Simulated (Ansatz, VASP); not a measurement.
# MgS in VASP and in Ansatz

```xyz
2
Lattice="0.0000 2.8331 2.8331 2.8331 0.0000 2.8331 2.8331 2.8331 0.0000" Properties=species:S:1:pos:R:3 pbc="T T T"
Mg    0.0000    0.0000    0.0000
S     4.2497    4.2497    4.2497
```

The cell comes from a database or a generator and needn't be the stable form of this composition.

Alike in both runs: task relaxation of cell and atoms; functional LDA; k mesh 8 × 8 × 8; occupations gaussian, width 0.02 eV; no spin polarisation.

|  | VASP | Ansatz |
| --- | --- | --- |
| version | VASP 6.6.1 | Ansatz 0.2.0 |
| potentials or method | VASP PAW LDA potentials, release 64 (Mg, S) | scalar-relativistic, plane waves, PAW |
| plane-wave cutoff (eV) | 600 | 420 |
| valence electrons in the cell | 8 | 16 |

Ansatz gave:

```
gap on the k mesh at the Fermi level, each at its own relaxed structure (eV) : 3.37
relaxed volume (Å³/atom)                                                     : 21.86
relaxed cell length with the largest relative difference (Å)                 : 3.954
energy change over the relaxation (meV/atom)                                 : -6
```

Which values does VASP return?

gap on the k mesh at the Fermi level, each at its own relaxed structure (eV): 3.40; relaxed volume (Å³/atom): 21.77; relaxed cell length with the largest relative difference (Å): 3.949; energy change over the relaxation (meV/atom): -8.

The two sets of potentials don't hold the same shells in valence.

A k mesh can miss the band edges. Expect the measured gap to be larger: semilocal functionals such as LDA lack the derivative discontinuity.
